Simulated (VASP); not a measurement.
# Si (Fd-3m) in VASP: a series of runs

One crystal, Si, is run at these levels: PBE; tasks: single point, relaxation of cell and atoms.

Program: VASP 6.6.1. These are calculated values, not measurements. Logs are shortened: lines on timing, memory, paths and dates and some standing lists are left out, and cuts for length are marked.

### Step 1. The structure

Symmetry: Fd-3m, No. 227, cubic system. The conventional cell has a = 5.444 Å, b = 5.444 Å, c = 5.444 Å, α = 90.00°, β = 90.00°, γ = 90.00°. Si (site symmetry -43m) is surrounded by 4 Si at 2.36 Å.

### Step 2. Single point, PBE

The input, INCAR:

```
PREC = Accurate
ENCUT = 520
EDIFF = 1E-7
ISMEAR = 0
SIGMA = 0.028999999999999998
LREAL = F
LASPH = T
NELM = 60
ALGO = Normal
ISIF = 2
LWAVE = F
LCHARG = F
GGA = PE
```

The input, KPOINTS:

```
Automatic mesh
0
Gamma
  8 8 8
```

The input, POSCAR:

```
Si
1.0
    0.0000000000      2.7218511865      2.7218511865
    2.7218511865      0.0000000000      2.7218511865
    2.7218511865      2.7218511865      0.0000000000
Si
2
Direct
    0.5000000000      0.5000000000      0.5000000000
    0.7500000000      0.7500000000      0.7500000000
```

Potentials or basis: VASP PAW PBE potentials, release 64 (Si).

Run with:

```bash
> cat potpaw_PBE.64/Si/POTCAR > POTCAR
> mpirun -np 1 vasp_std > vasp.out
```

OUTCAR:

```text
PREC = Accurate
   ENCUT = 520
   EDIFF = 1E-7
   ISMEAR = 0
   LREAL = F
   LASPH = T
   NELM = 60
   ISIF = 2
   GGA = PE

 ion  position               nearest neighbor table
   1  0.500  0.500  0.500-   2 2.36   2 2.36   2 2.36   2 2.36
   2  0.750  0.750  0.750-   1 2.36   1 2.36   1 2.36   1 2.36

  LATTYP: Found a face centered cubic cell.
 ALAT       =     5.4437023730

  Lattice vectors:

 A1 = (   0.0000000000,   2.7218511865,   2.7218511865)
 A2 = (   2.7218511865,   0.0000000000,   2.7218511865)
 A3 = (   2.7218511865,   2.7218511865,   0.0000000000)

Analysis of symmetry for initial positions (statically):
=====================================================================
 Subroutine PRICEL returns:
 Original cell was already a primitive cell.

 Routine SETGRP: Setting up the symmetry group for a
 face centered cubic supercell.

 Subroutine GETGRP returns: Found 48 space group operations
 (whereof 24 operations were pure point group operations)
 out of a pool of 48 trial point group operations.

The static configuration has the point symmetry T_d .
 The point group associated with its full space group is O_h .

Analysis of symmetry for dynamics (positions and initial velocities):
=====================================================================
 Subroutine PRICEL returns:
 Original cell was already a primitive cell.

 Routine SETGRP: Setting up the symmetry group for a
 face centered cubic supercell.

 Subroutine GETGRP returns: Found 48 space group operations
 (whereof 24 operations were pure point group operations)
 out of a pool of 48 trial point group operations.

The dynamic configuration has the point symmetry T_d .
 The point group associated with its full space group is O_h .

 Subroutine INISYM returns: Found 48 space group operations
 (whereof 24 operations are pure point group operations),
 and found     1 'primitive' translations

----------------------------------------------------------------------------------------

                                     Primitive cell

  volume of cell :      40.3295

  direct lattice vectors                    reciprocal lattice vectors
     0.000000000  2.721851186  2.721851186    -0.183698507  0.183698507  0.183698507
     2.721851186  0.000000000  2.721851186     0.183698507 -0.183698507  0.183698507
     2.721851186  2.721851186  0.000000000     0.183698507  0.183698507 -0.183698507

  length of vectors
     3.849278863  3.849278863  3.849278863     0.318175148  0.318175148  0.318175148

  position of ions in fractional coordinates (direct lattice)
     0.500000000  0.500000000  0.500000000
     0.750000000  0.750000000  0.750000000

  ion indices of the primitive-cell ions
   primitive index   ion index
                 1           1
                 2           2

----------------------------------------------------------------------------------------

 KPOINTS: Automatic mesh

Automatic generation of k-mesh.
 Grid dimensions read from file:
 generate k-points for:    8    8    8

 Generating k-lattice:

  Cartesian coordinates                     Fractional coordinates (reciprocal lattice)
    -0.022962313  0.022962313  0.022962313     0.125000000  0.000000000  0.000000000
     0.022962313 -0.022962313  0.022962313     0.000000000  0.125000000  0.000000000
     0.022962313  0.022962313 -0.022962313     0.000000000  0.000000000  0.125000000

  Length of vectors
     0.039771893  0.039771893  0.039771893

  Shift w.r.t. Gamma in fractional coordinates (k-lattice)
     0.000000000  0.000000000  0.000000000

 Subroutine IBZKPT returns following result:
 ===========================================

 Found     29 irreducible k-points:

 Following reciprocal coordinates:
            Coordinates               Weight
  0.000000  0.000000  0.000000      1.000000
  0.125000  0.000000  0.000000      8.000000
  0.250000  0.000000  0.000000      8.000000
  0.375000  0.000000  0.000000      8.000000
  0.500000  0.000000  0.000000      4.000000
  0.125000  0.125000  0.000000      6.000000
[... 16 lines left out ...]
  0.500000  0.250000  0.125000     48.000000
 -0.375000  0.250000  0.125000     24.000000
 [... further k-points ...]
   k-points           NKPTS =     29   k-points in BZ     NKDIM =     29   number of bands    NBANDS=      8
   number of dos      NEDOS =    301   number of ions     NIONS =      2
   total plane-waves  NPLWV =  27000
   dimension x,y,z NGX =    30 NGY =   30 NGZ =   30
   dimension x,y,z NGXF=    60 NGYF=   60 NGZF=   60
   ions per type =               2
   NGX,Y,Z   is equivalent  to a cutoff of  12.96, 12.96, 12.96 a.u.
   NGXF,Y,Z  is equivalent  to a cutoff of  25.91, 25.91, 25.91 a.u.
 SYSTEM =  unknown system
   PREC   = accura    normal or accurate (medium, high low for compatibility)
   ISTART =      0    job   : 0-new  1-cont  2-samecut
   ICHARG =      2    charge: 1-file 2-atom 10-const
   ISPIN  =      1    spin polarized calculation?
   LNONCOLLINEAR =      F non collinear calculations
   LSORBIT =      F    spin-orbit coupling
   LASPH  =      T    aspherical Exc in radial PAW
   ENCUT  =  520.0 eV  38.22 Ry    6.18 a.u.   7.16  7.16  7.16*2*pi/ulx,y,z
   NELM   =     60;   NELMIN=  2; NELMDL= -5     # of ELM steps
   EDIFF  = 0.1E-06   stopping-criterion for ELM
   LREAL  =      F    real-space projection
   EDIFFG = 0.1E-05   stopping-criterion for IOM
   NSW    =      0    number of steps for IOM
   IBRION =     -1    ionic relax: 0-MD 1-quasi-New 2-CG
   NFREE  =      0    steps in history (QN), initial steepest desc. (CG)
   ISIF   =      2    stress and relaxation
   ISYM   =      2    0-nonsym 1-usesym 2-fastsym
   POTIM  = 0.5000    time-step for ionic-motion
   TEBEG  =    0.0;   TEEND  =   0.0 temperature during run
   PSTRESS=    0.0 pullay stress
   NELECT =       8.0000    total number of electrons
   NUPDOWN=      -1.0000    fix difference up-down
   EMIN   =  10.00;   EMAX   =-10.00  energy-range for DOS
   EFERMI =   0.00;   METHOD = LEGACY
   ISMEAR =     0;   SIGMA  =   0.03  broadening in eV -4-tet -1-fermi 0-gaus
   EFERMI_NEDOS =   21; number of points for ismear=-14 and -15
   IALGO  =     38    algorithm
   IMIX   =      4    mixing-type and parameters
     AMIX     =   0.40;   BMIX     =  1.00
     AMIX_MAG =   1.60;   BMIX_MAG =  1.00
  volume/ion in A,a.u.               =      20.16       136.08
  Fermi-wavevector in a.u.,A,eV,Ry     =   0.954766  1.804247 12.402783  0.911579
  Thomas-Fermi vector in A             =   2.083543
   LORBIT       =      0    0 simple, 1 ext, 2 COOP (PROOUT), +10 PAW based schemes
   GGA     = PE    functional components
   LHFCALC =     F    Hartree Fock is set to
   AEXX    =    0.0000 exact exchange contribution
   IVDW    =     0    specifies the selected vdW correction
   LEPSILON=     F    determine dielectric tensor
   LRPA    =     F    only Hartree local field effects (RPA)
 non-spin polarized calculation
 Gauss-broadening in eV      SIGMA  =   0.03
  energy-cutoff  :      520.00
  volume of cell :       40.33
 maximum number of plane-waves:      1106
 NGX is ok and might be reduce to    30
   NGX = 15   NGY = 15   NGZ = 15

 number of electron       8.0000001 magnetization

 Free energy of the ion-electron system (eV)
  ---------------------------------------------------
  ext. energy  EPLUGINS =         0.00000000
  ---------------------------------------------------
  free energy    TOTEN  =       -10.84388606 eV

  energy without entropy =      -10.84388606  energy(sigma->0) =      -10.84388606

 E-fermi :   5.8848     XC(G=0):  -9.3800

 val. band max:        5.7550175257   @ k =   0.0000   0.0000   0.0000
 cond. band min:       6.3828501005   @ k =   0.3750   0.3750   0.0000
 fundamental gap:      0.6278325747
 Fermi energy:         5.8847725632

 k-point     1 :       0.0000    0.0000    0.0000
  band No.  band energies     occupation
      1      -6.1534      2.00000
      2       5.7550      2.00000
      3       5.7550      2.00000
      4       5.7550      2.00000
      5       8.3172      0.00000
      6       8.3172      0.00000
      7       8.3172      0.00000
      8       9.0463      0.00000

 k-point     2 :       0.1250    0.0000    0.0000
  band No.  band energies     occupation
      1      -5.9505      2.00000
      2       4.1605      2.00000
      3       5.4686      2.00000
      4       5.4686      2.00000
      5       8.2392      0.00000
      6       8.7383      0.00000
      7       8.7383      0.00000
      8      10.4080      0.00000

 k-point     3 :       0.2500    0.0000    0.0000
  band No.  band energies     occupation
      1      -5.3588      2.00000
      2       1.8441      2.00000
      3       5.0011      2.00000
      4       5.0011      2.00000
      5       7.7621      0.00000
      6       9.2560      0.00000
      7       9.2560      0.00000
      8      12.6195      0.00000

 k-point     4 :       0.3750    0.0000    0.0000
  band No.  band energies     occupation
      1      -4.4717      2.00000
      2      -0.1634      2.00000
      3       4.6758      2.00000
      4       4.6758      2.00000
      5       7.3981      0.00000
      6       9.2069      0.00000
      7       9.2069      0.00000
      8      13.6239      0.00000

 k-point     5 :       0.5000    0.0000    0.0000
  band No.  band energies     occupation
      1      -3.8402      2.00000
      2      -1.1773      2.00000
      3       4.5645      2.00000
      4       4.5645      2.00000
      5       7.2700      0.00000
      6       9.0982      0.00000
      7       9.0982      0.00000
      8      13.4751      0.00000
[... 177 lines left out ...]
 k-point    22 :       0.3750    0.2500    0.1250
  band No.  band energies     occupation
      1      -4.8324      2.00000
      2       1.4751      2.00000
      3       3.0646      2.00000
      4       4.3381      2.00000
      5       8.2017      0.00000
      6       9.6342      0.00000
      7       9.9512      0.00000
      8      11.2362      0.00000

 k-point    23 :       0.5000    0.2500    0.1250
  band No.  band energies     occupation
      1      -3.9506      2.00000
      2      -0.0655      2.00000
      3       2.4582      2.00000
      4       3.8416      2.00000
      5       8.6288      0.00000
      6       9.3014      0.00000
      7      10.7606      0.00000
      8      11.6713      0.00000

 k-point    24 :      -0.3750    0.2500    0.1250
  band No.  band energies     occupation
      1      -3.3045      2.00000
      2      -1.0017      2.00000
      3       2.3285      2.00000
      4       3.6143      2.00000
      5       8.8087      0.00000
      6       8.8919      0.00000
      7      11.6448      0.00000
      8      12.8542      0.00000

 [... further k-points ...]

------------------------ aborting loop because EDIFF is reached ----------------------------------------

  FORCE on cell =-STRESS in cart. coord.  units (eV):
  Direction    XX          YY          ZZ          XY          YZ          ZX
  --------------------------------------------------------------------------------------
  -------------------------------------------------------------------------------------
  Total        0.3173278      0.3173278      0.3173278      0.0000000     -0.0000000      0.0000000
  in kB       12.6065294     12.6065294     12.6065294      0.0000000     -0.0000000      0.0000000
  external PRESSURE =      12.6065294 kB  Pullay stress =       0.0000000 kB

 VOLUME and BASIS-vectors are now :
 -----------------------------------------------------------------------------
  energy-cutoff  :      520.00
  volume of cell :       40.33
      direct lattice vectors                 reciprocal lattice vectors
     0.000000000  2.721851186  2.721851186    -0.183698507  0.183698507  0.183698507
     2.721851186  0.000000000  2.721851186     0.183698507 -0.183698507  0.183698507
     2.721851186  2.721851186  0.000000000     0.183698507  0.183698507 -0.183698507

 POSITION                                       TOTAL-FORCE (eV/Angst)
 -----------------------------------------------------------------------------------
      2.72185      2.72185      2.72185         0.000000      0.000000      0.000000
      4.08278      4.08278      4.08278        -0.000000     -0.000000     -0.000000
 -----------------------------------------------------------------------------------
    total drift:                                0.000000     -0.000000     -0.000000

  FREE ENERGIE OF THE ION-ELECTRON SYSTEM (eV)
  ---------------------------------------------------
  free  energy   TOTEN  =       -10.8438860551 eV

  energy  without entropy=      -10.8438860551  energy(sigma->0) =      -10.84388606
```

It took 6.5 s on 1 thread of AMD EPYC 9R45 (Zen 5), shared host; peak memory 0.12 GiB.

What came out:

```
Free energy            : -10.8439 eV
Pressure               : 1.3 GPa
Band gap on the k mesh : 0.63 eV, indirect (least direct gap 2.56 eV)
```

(Continued in part 2 of 2.)
